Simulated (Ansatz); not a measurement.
# TiO$_{2}$ (I4_1/amd), a vibration from a frozen displacement

Theory: Ansatz 0.2.0, DFT r2SCAN+U, scalar-relativistic, plane waves, PAW. The runs took a 500 eV cutoff, a Γ-centred 8×8×8 mesh and Gaussian smearing (0.05 eV). U_eff on d shells: Ti 4 eV. No spin polarisation. Energies are free energies at this smearing, counted from the undisturbed cell; pressure is positive in compression.

The starting cell (relaxed at this level):

```yaml
crystal:
  lattice:
    - [-1.89832, 1.89832, 4.83070]
    - [1.89832, -1.89832, 4.83070]
    - [1.89832, 1.89832, -4.83070]
  atoms:
    - { symbol: Ti, position: [0.00000, 0.00000, 0.00000] }
    - { symbol: Ti, position: [0.75000, 0.25000, 0.50000] }
    - { symbol: O, position: [0.20611, 0.20611, 0.00000] }
    - { symbol: O, position: [0.95611, 0.45611, 0.50000] }
    - { symbol: O, position: [0.54389, 0.04389, 0.50000] }
    - { symbol: O, position: [0.79389, 0.79389, 0.00000] }
```

Every O atom is moved by x along the Cartesian unit vector (0.000, 1.000, 0.000); the cell and all other atoms stay fixed. The cell's volume is 69.63 Å³; the moved atoms weigh 63.996 u together and the others 95.734 u. Some rows repeat others by symmetry and weren't run.

| x (Å) | ΔE (meV/cell) | total force on the moved atoms along the move (eV/Å) | pressure (GPa) |
| --- | --- | --- | --- |
| -0.3000 | 1064.54 | 10.0498 | 11.5203 |
| -0.2625 | 734.90 | 7.6126 | 8.5983 |
| -0.2250 | 487.88 | 5.6324 | 6.1711 |
| -0.1875 | 307.49 | 4.0492 | 4.1992 |
| -0.1500 | 179.95 | 2.8042 | 2.6440 |
| -0.1125 | 93.65 | 1.8406 | 1.4719 |
| -0.0750 | 39.15 | 1.0974 | 0.6553 |
| -0.0375 | 9.41 | 0.5088 | 0.1738 |
| 0.0000 | 0.00 | 0.0000 | 0.0148 |
| 0.0375 | 9.41 | -0.5088 | 0.1738 |
| 0.0750 | 39.15 | -1.0974 | 0.6553 |
| 0.1125 | 93.65 | -1.8406 | 1.4719 |
| 0.1500 | 179.95 | -2.8042 | 2.6440 |
| 0.1875 | 307.49 | -4.0492 | 4.1992 |
| 0.2250 | 487.88 | -5.6324 | 6.1711 |
| 0.2625 | 734.90 | -7.6126 | 8.5983 |
| 0.3000 | 1064.54 | -10.0498 | 11.5203 |

Q: What frequency belongs to this motion?

A: The force constant is k = −dF/dx = 13.568 eV/Å², from the parabola through x = -0.0375, 0 and 0.0375. In every cell the moved atoms swing against the rest, so the mass is μ = m₁m₂/(m₁ + m₂) = 38.356 u, and ν̃ = 521.5 cm⁻¹ × √(|k|/μ) = 310 cm⁻¹. The pattern needn't be a normal mode: ν̃² is then a weighted mean of the squared nonzero frequencies at the zone centre of this cell, taken without macroscopic field, so it lies between the lowest and the highest of them.

Q: How far does the harmonic law reach?

A: At x = -0.300 Å, kx²/2 = 610.56 meV against the computed 1064.54 meV (+74.4 %): the well stiffens in this direction at large amplitude.

Q: The pressure changes with x². What does that say about the frequency under compression?

A: With E = k(V)x²/2, k ∝ V^(−2γ) and x scaling with the cell as V^(1/3), P − P0 = −∂E/∂V = (2γ − 2/3) ΔE/V. At x = 0.0750 Å, V(P − P0) = 69.63 × 0.64052 / 160.2 eV = 278.37 meV and ΔE = 39.15 meV, so γ = 1/3 + V(P − P0)/(2ΔE) = 3.89. This is the Grüneisen parameter of the motion under uniform scaling of the cell: shrinking the cell evenly by 1 % in volume raises the frequency by about 3.89 %.

Cost: 9 runs of about 6.3 core-minutes in all, on Intel Xeon Platinum 8488C (Sapphire Rapids) (shared hosts).